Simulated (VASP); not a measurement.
Wanted: the native input for a VASP 6.6.1 run.

```yaml
Task: single point
Functional: PBE
Potentials_or_basis: VASP PAW PBE potentials, release 64 (Ni, Al)
Cutoff: 520 eV
k_mesh: 8 × 8 × 8
Occupations: fermi-dirac, width 0.05 eV
Spin: collinear spin, ferromagnetic start
Starting_moments: "[1.0, 1.0, 1.0, 0.0] μB"
Further_INCAR_settings: ALGO = Normal; EDIFF = 1e-07; NBANDS = 28
```

The structure of AlNi3 lies in POSCAR:

```
AlNi3
1.0
    0.0000000000      2.8018887551      2.8018887551
    2.8018887551      0.0000000000      2.8018887551
    2.8018887551      2.8018887551      0.0000000000
Ni Al
3 1
Direct
    0.7500000000      0.7500000000      0.7500000000
    0.0000000000      0.0000000000      0.0000000000
    0.2500000000      0.2500000000      0.2500000000
    0.5000000000      0.5000000000      0.5000000000
```

The cell comes from a database or a generator and needn't be the stable form of this composition.

One way to write it, as run:

INCAR

```
PREC = Accurate
ENCUT = 520
EDIFF = 1E-7
ISMEAR = -1
SIGMA = 0.05
LREAL = F
LASPH = T
NELM = 120
ALGO = Normal
ISIF = 2
LWAVE = F
LCHARG = F
ISPIN = 2
MAGMOM = 1 1 1 0
LORBIT = 11
LMAXMIX = 4
GGA = PE
NBANDS = 28
```

KPOINTS

```
Automatic mesh
0
Gamma
  8 8 8
```

Potentials or basis: VASP PAW PBE potentials, release 64 (Ni, Al).

Run with:

```bash
$ cat potpaw_PBE.64/Ni/POTCAR potpaw_PBE.64/Al/POTCAR > POTCAR
$ mpirun -np 1 vasp_std > vasp.out
```

Results of the run:

- Pressure: 7.0 GPa
- Band gap on the k mesh: none (metal or under the smearing width)
- Net moment: 0.00 μB per cell
- Valence electrons inside the program's atomic spheres: Ni 9.46, 9.40; Al 0.82

Run time: 58 s on 1 thread of Intel(R) Xeon(R) 6975P-C (Granite Rapids) (shared host), peak memory 0.21 GiB.
